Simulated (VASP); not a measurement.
# CdSe (Fm-3m) in VASP: a series of runs, part 3 of 3

VASP 6.6.1. Earlier steps stand in the parts before.

## (7) RPA correlation energy, PBE

POSCAR

```
CdSe
1.0
    0.0000000000      2.8739580000      2.8739580000
    2.8739580000      0.0000000000      2.8739580000
    2.8739580000      2.8739580000      0.0000000000
Cd Se
1 1
Direct
    0.0000000000      0.0000000000      0.0000000000
    0.5000000000      0.5000000000      0.5000000000
```

INCAR.step1

```
ALGO = Normal
EDIFF = 1E-8
ENCUT = 400
GGA = PE
ISMEAR = 0
LASPH = True
LCHARG = False
LREAL = False
LWAVE = True
NELM = 60
PREC = Accurate
SIGMA = 0.05
```

INCAR.step2

```
AEXX = 1.0
AGGAC = 0.0
ALDAC = 0.0
ALGO = EIGENVAL
EDIFF = 1E-8
ENCUT = 400
GGA = PE
ISMEAR = 0
ISTART = 1
LASPH = True
LCHARG = False
LHFCALC = True
LREAL = False
LWAVE = False
NELM = 1
PREC = Accurate
PRECFOCK = Fast
SIGMA = 0.05
```

INCAR.step3

```
ALGO = Exact
EDIFF = 1E-8
ENCUT = 400
GGA = PE
ISMEAR = 0
ISTART = 1
LASPH = True
LCHARG = False
LOPTICS = True
LREAL = False
LWAVE = True
NBANDS = 878
NELM = 1
PREC = Accurate
SIGMA = 0.05
```

INCAR.step4

```
ALGO = ACFDT
EDIFF = 1E-8
ENCUT = 400
ENCUTGW = 250
GGA = PE
ISMEAR = 0
ISTART = 1
LASPH = True
LCHARG = False
LREAL = False
LWAVE = False
NBANDS = 878
NELM = 60
NOMEGA = 8
PREC = Accurate
PRECFOCK = Fast
SIGMA = 0.05
```

KPOINTS

```
k-points
0
Gamma
  4 4 4
```

Potentials or basis: VASP PAW PBE potentials, release 64 (Cd_GW, Se_GW).

On the command line:

```sh
$ cat potpaw_PBE.64/Cd_GW/POTCAR potpaw_PBE.64/Se_GW/POTCAR > POTCAR
$ cp INCAR.step1 INCAR
$ mpirun -np 1 vasp_std > vasp.out
$ cp INCAR.step2 INCAR
$ mpirun -np 1 vasp_std > vasp.out
$ cp INCAR.step3 INCAR
$ mpirun -np 1 vasp_std > vasp.out
$ cp INCAR.step4 INCAR
$ mpirun -np 1 vasp_std > vasp.out
```

OUTCAR:

```text
EDIFF = 1E-8
   ENCUT = 400
   ENCUTGW = 250
   GGA = PE
   ISMEAR = 0
   ISTART = 1
   LASPH = True
   LREAL = False
   NELM = 60
   PREC = Accurate
   PRECFOCK = Fast

 ion  position               nearest neighbor table
   1  0.000  0.000  0.000-   2 2.87   2 2.87   2 2.87   2 2.87   2 2.87   2 2.87
   2  0.500  0.500  0.500-   1 2.87   1 2.87   1 2.87   1 2.87   1 2.87   1 2.87

  LATTYP: Found a face centered cubic cell.
 ALAT       =     5.7479160000

  Lattice vectors:

 A1 = (   0.0000000000,   2.8739580000,   2.8739580000)
 A2 = (   2.8739580000,   0.0000000000,   2.8739580000)
 A3 = (   2.8739580000,   2.8739580000,   0.0000000000)

Analysis of symmetry for initial positions (statically):
=====================================================================
 Subroutine PRICEL returns:
 Original cell was already a primitive cell.

 Routine SETGRP: Setting up the symmetry group for a
 face centered cubic supercell.

 Subroutine GETGRP returns: Found 48 space group operations
 (whereof 48 operations were pure point group operations)
 out of a pool of 48 trial point group operations.

The static configuration has the point symmetry O_h .

Analysis of symmetry for dynamics (positions and initial velocities):
=====================================================================
 Subroutine PRICEL returns:
 Original cell was already a primitive cell.

 Routine SETGRP: Setting up the symmetry group for a
 face centered cubic supercell.

 Subroutine GETGRP returns: Found 48 space group operations
 (whereof 48 operations were pure point group operations)
 out of a pool of 48 trial point group operations.

The dynamic configuration has the point symmetry O_h .

 Subroutine INISYM returns: Found 48 space group operations
 (whereof 48 operations are pure point group operations),
 and found     1 'primitive' translations

----------------------------------------------------------------------------------------

                                     Primitive cell

  volume of cell :      47.4757

  direct lattice vectors                    reciprocal lattice vectors
     0.000000000  2.873958000  2.873958000    -0.173976098  0.173976098  0.173976098
     2.873958000  0.000000000  2.873958000     0.173976098 -0.173976098  0.173976098
     2.873958000  2.873958000  0.000000000     0.173976098  0.173976098 -0.173976098

  length of vectors
     4.064390381  4.064390381  4.064390381     0.301335442  0.301335442  0.301335442

  position of ions in fractional coordinates (direct lattice)
     0.000000000  0.000000000  0.000000000
     0.500000000  0.500000000  0.500000000

  ion indices of the primitive-cell ions
   primitive index   ion index
                 1           1
                 2           2

----------------------------------------------------------------------------------------

 KPOINTS: k-points

Automatic generation of k-mesh.
 Grid dimensions read from file:
 generate k-points for:    4    4    4

 Generating k-lattice:

  Cartesian coordinates                     Fractional coordinates (reciprocal lattice)
    -0.043494025  0.043494025  0.043494025     0.250000000  0.000000000  0.000000000
     0.043494025 -0.043494025  0.043494025     0.000000000  0.250000000  0.000000000
     0.043494025  0.043494025 -0.043494025     0.000000000  0.000000000  0.250000000

  Length of vectors
     0.075333860  0.075333860  0.075333860

  Shift w.r.t. Gamma in fractional coordinates (k-lattice)
     0.000000000  0.000000000  0.000000000

 Subroutine IBZKPT returns following result:
 ===========================================

 Found      8 irreducible k-points:

 Following reciprocal coordinates:
            Coordinates               Weight
  0.000000  0.000000  0.000000      1.000000
  0.250000  0.000000  0.000000      8.000000
  0.500000  0.000000  0.000000      4.000000
  0.250000  0.250000  0.000000      6.000000
  0.500000  0.250000  0.000000     24.000000
 -0.250000  0.250000  0.000000     12.000000
  0.500000  0.500000  0.000000      3.000000
 -0.250000  0.500000  0.250000      6.000000
   k-points           NKPTS =      8   k-points in BZ     NKDIM =     64   number of bands    NBANDS=    878
   number of dos      NEDOS =    301   number of ions     NIONS =      2
   total plane-waves  NPLWV =  21952
   dimension x,y,z NGX =    28 NGY =   28 NGZ =   28
   dimension x,y,z NGXF=    56 NGYF=   56 NGZF=   56
   ions per type =               1   1
   NGX,Y,Z   is equivalent  to a cutoff of  11.45, 11.45, 11.45 a.u.
   NGXF,Y,Z  is equivalent  to a cutoff of  22.91, 22.91, 22.91 a.u.
 SYSTEM =  unknown system
   PREC   = accura    normal or accurate (medium, high low for compatibility)
   ISTART =      1    job   : 0-new  1-cont  2-samecut
   ICHARG =      0    charge: 1-file 2-atom 10-const
   ISPIN  =      1    spin polarized calculation?
   LNONCOLLINEAR =      F non collinear calculations
   LSORBIT =      F    spin-orbit coupling
   LASPH  =      T    aspherical Exc in radial PAW
   ENCUT  =  400.0 eV  29.40 Ry    5.42 a.u.   6.63  6.63  6.63*2*pi/ulx,y,z
   NELM   =     60;   NELMIN=  2; NELMDL=  0     # of ELM steps
   EDIFF  = 0.1E-07   stopping-criterion for ELM
   LREAL  =      F    real-space projection
   EDIFFG = 0.1E-06   stopping-criterion for IOM
   NSW    =      0    number of steps for IOM
   IBRION =     -1    ionic relax: 0-MD 1-quasi-New 2-CG
   NFREE  =      0    steps in history (QN), initial steepest desc. (CG)
   ISIF   =      0    stress and relaxation
   ISYM   =      3    0-nonsym 1-usesym 2-fastsym
   POTIM  = 0.5000    time-step for ionic-motion
   TEBEG  =    0.0;   TEEND  =   0.0 temperature during run
   PSTRESS=    0.0 pullay stress
   NELECT =      18.0000    total number of electrons
   NUPDOWN=      -1.0000    fix difference up-down
   EMIN   =  10.00;   EMAX   =-10.00  energy-range for DOS
   EFERMI =   0.00;   METHOD = LEGACY
   ISMEAR =     0;   SIGMA  =   0.05  broadening in eV -4-tet -1-fermi 0-gaus
   EFERMI_NEDOS =   21; number of points for ismear=-14 and -15
   IALGO  =     38    algorithm
   IMIX   =      4    mixing-type and parameters
     AMIX     =   0.40;   BMIX     =  1.00
     AMIX_MAG =   1.60;   BMIX_MAG =  1.00
  volume/ion in A,a.u.               =      23.74       160.19
  Fermi-wavevector in a.u.,A,eV,Ry     =   1.184882  2.239103 19.101849  1.403946
  Thomas-Fermi vector in A             =   2.321088
   LORBIT       =      0    0 simple, 1 ext, 2 COOP (PROOUT), +10 PAW based schemes
   GGA     = PE    functional components
   LHFCALC =     T    Hartree Fock is set to
   PRECFOCK=fast      Normal, Fast or Accurate (Low or Medium for compatibility)
   ENCUT4O =  -1.0   cutoff for four orbital integrals eV
   NKREDX  =     1    reduce k-point grid by
   NKREDY  =     1    reduce k-point grid by
   NKREDZ  =     1    reduce k-point grid by
   AEXX    =    1.0000 exact exchange contribution
   HFSCREEN=    0.0000 screening length (either q_TF or 0.3 A-1)
   HFSCREENC=   0.0000 screening length for correlation (either q_TF or 0.3 A-1)
   ENCUTFOCK=  -1.0 apply spherical cutoff to Coloumb kernel
   IVDW    =     0    specifies the selected vdW correction
   LEPSILON=     F    determine dielectric tensor
   LRPA    =     F    only Hartree local field effects (RPA)
   LRPAFORCE           =     F    calculate RPA forces
   ENCUTGW             = 250.0    cutoff for response function in eV
   ENCUTGWSOFT         = 200.0    soft cutoff for Coulomb kernel in GW response function in eV
   ENCUTLF             =  -1.0    cutoff for local field effects
   NELMGW              =     1    number of iterations in solving QP/BSE equation
   NELMHF              =     1    number of iterations in the inner HF iteration
   NKREDLFX            =     1    NKREDLFY  =   1   NKREDLFZ  =   1
 non-spin polarized calculation
 Gauss-broadening in eV      SIGMA  =   0.05
  energy-cutoff  :      400.00
  volume of cell :       47.48
 maximum number of plane-waves:       878
 NGX is ok and might be reduce to    28
  NGX = 16; NGY = 16; NGZ = 16
   NGX = 13   NGY = 13   NGZ = 13
 maximum number of plane-waves:       444

      cutoff energy     smooth cutoff   RPA   correlation   Hartree contr. to MP2
---------------------------------------------------------------------------------
            250.000           200.000      -23.1675215570      -38.5208793482
            238.095           190.476      -23.0831026393      -38.4293771101
            226.757           181.406      -22.9914403398      -38.3291657321
            215.959           172.768      -22.8913633050      -38.2186952840
            205.676           164.541      -22.7838102019      -38.0986852853
            195.882           156.705      -22.6660517934      -37.9657121208
            186.554           149.243      -22.5401480410      -37.8217744982
            177.670           142.136      -22.4032265755      -37.6631652825
  linear regression
  converged value                          -24.3133447843      -39.8104929114
```

Wall time 34 min (1 thread of Intel Xeon Platinum 8488C (Sapphire Rapids), shared host); peak memory 1 GiB.

What came out:

- Band gap on the k mesh, mean-field level: none (metal or under the smearing width)
- RPA correlation energy: -12.157 eV/atom
- RPA total energy per cell: -34.041 eV
- RPA correlation energy per cell: -24.313 eV

Caveat: the k mesh is coarse (spacing up to 0.47 Å⁻¹), so the values aren't converged; the ground state has no gap, which makes the many-body step unreliable.

## (8) For comparison

An earlier run on the cell as given: functional PBE; potentials or basis VASP PAW PBE potentials, release 64 (Cd, Se); cutoff 520 eV; k mesh 8 × 8 × 8; occupations fermi-dirac, width 0.05 eV; no spin polarisation.

* Pressure: 0.0 GPa
* Band gap on the k mesh: none (metal or under the smearing width)

## (9) Summary

```tsv
task	level	potentials or basis	spin	cell	k mesh	cutoff (eV)	smearing	grid for exact exchange (PRECFOCK)	exchange at q = 0	cutoff of the response function	frequency points	mesh quality	gap on the mesh (eV)	pressure (GPa)
density of states	revPBE+D2	VASP PAW PBE potentials, release 64 (Cd, Se)	off	volume scaled by 0.96	8 × 8 × 8	520	gaussian 0.05 eV	-	-	-	-	not flagged	none	-1.6
optical spectrum	r2SCANh	VASP PAW PBE potentials, release 64 (Cd, Se)	off	as given	4 × 4 × 4	520	tetrahedron	Fast	truncated	-	-	coarse	0.56	-1.9
optical spectrum	revTPSS+D4	VASP PAW PBE potentials, release 64 (Cd, Se)	off	as given	8 × 8 × 8	520	gaussian 0.05 eV	-	-	-	-	not flagged	none	-5.0
band structure	vdW-DF	VASP PAW PBE potentials, release 64 (Cd, Se)	SOC, no magnetisation	volume scaled by 1.15	6 × 6 × 6	520	gaussian 0.05 eV	-	-	-	-	not flagged	-	-3.3
RPA correlation energy	PBE	VASP PAW PBE potentials, release 64 (Cd_GW, Se_GW)	off	as given	4 × 4 × 4	400	gaussian 0.05 eV	-	-	250	8	coarse	-	-
single point	PBE	VASP PAW PBE potentials, release 64 (Cd, Se)	off	as given	8 × 8 × 8	520	fermi-dirac 0.05 eV	-	-	-	-	not flagged	none	0.0
```

Caveats: some runs use coarse meshes; the PAW data sets were made with another functional, which shifts forces and pressure a little (some runs); pairwise dispersion overbinds metals, which lowers pressure and volume (some runs); spectra need much finer meshes, so this one isn't converged (some runs); independent-particle spectra lack excitons (some runs); atom-pairwise D2, TS and ULG terms overbind metals (some runs); the intraband (Drude) part of a metal's response may be missing (some runs); the ground state has no gap, which makes the many-body step unreliable (some runs).

Total energies depend on the potentials used, so only differences within one code and one set of settings carry meaning.
